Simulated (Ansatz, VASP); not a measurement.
One calculation of Al, two programs

```
Al
1.0
     0.00000    2.02031    2.02031
     2.02031    0.00000    2.02031
     2.02031    2.02031    0.00000
Al
1
Direct
  0.00000 0.00000 0.00000
```

Alike in both runs: functional PBE; k mesh 18 × 18 × 18; occupations gaussian, width 0.1 eV; no spin polarisation.

Ansatz relaxed the structure, and its values are those at the end. VASP's run is a single point on that final structure, the one shown.

|  | VASP | Ansatz |
| --- | --- | --- |
| version | VASP 6.6.1 | Ansatz 0.2.0 |
| potentials or method | VASP PAW PBE potentials, release 64 (Al) | scalar-relativistic, plane waves, PAW |
| plane-wave cutoff (eV) | 520 | 420 |
| valence electrons in the cell | 3 | 3 |

```csv
,VASP,Ansatz,Ansatz less VASP
gap on the k mesh at the Fermi level (eV),none,none,-
pressure (GPa),0.0,0.0,+0.04
```

A gap of «none» marks a metal or a gap that the smearing closes. The functional is the same, so the differences come from potentials, cutoffs and numerics.
